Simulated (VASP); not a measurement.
The system is Al2O3.

```
CELL_PARAMETERS angstrom
2.40251 1.38709 4.37208
-2.40251 1.38709 4.37208
0.00000 -2.77418 4.37208
ATOMIC_POSITIONS crystal
Al 0.64790 0.64790 0.64790
Al 0.85210 0.85210 0.85210
Al 0.14790 0.14790 0.14790
Al 0.35210 0.35210 0.35210
O 0.44385 0.05615 0.75000
O 0.94385 0.25000 0.55615
O 0.05615 0.75000 0.44385
O 0.75000 0.44385 0.05615
O 0.25000 0.55615 0.94385
O 0.55615 0.94385 0.25000
```

The cell is a database's computed one.

```yaml
Program: VASP 6.6.1
Task: relaxation of cell and atoms
Functional: PBEsol
Potentials_or_basis: VASP PAW PBE potentials, release 64 (Al, O)
Cutoff: 600 eV
k_mesh: 2 × 2 × 2
Occupations: gaussian, width 0.02 eV
Spin: no spin polarisation
```

At the start: pressure -5.2 GPa; volume 8.74 Å³/atom.

Problem. Where does the relaxation end?

Solution. Over 4 steps the energy falls by 3.2 meV/atom and the volume is 8.54 Å³/atom (-2.3 %); space group R-3c (No. 167, to 0.05 Å).

The path:
| step | energy change (eV) | largest force (eV/Å) | pressure (GPa) | volume (Å³) |
| --- | --- | --- | --- | --- |
| 1 | 0.0000 | 0.0221 | -5.23 | 87.42 |
| 2 | -0.0080 | 0.0437 | 4.89 | 83.86 |
| 3 | -0.0324 | 0.0117 | 0.00 | 85.49 |
| 4 | -0.0324 | 0.0126 | 0.11 | 85.45 |

Final structure:
```xyz
10
Lattice="2.3849 1.3769 4.3367 -2.3849 1.3769 4.3367 0.0000 -2.7539 4.3367" Properties=species:S:1:pos:R:3 pbc="T T T"
Al    0.0000    0.0000    8.4293
Al    0.0000    0.0000   11.0859
Al    0.0000    0.0000    1.9242
Al    0.0000    0.0000    4.5809
O     0.9252   -1.3769    5.4209
O     1.6551    0.1128    7.5892
O    -1.6551   -0.1128    5.4209
O     0.7298    1.4898    5.4209
O    -0.7298   -1.4898    7.5892
O    -0.9252    1.3769    7.5892
```

Caveat: the k mesh is coarse (spacing up to 0.79 Å⁻¹), so the values aren't converged; the PAW data sets were made with another functional, which shifts forces and pressure a little.
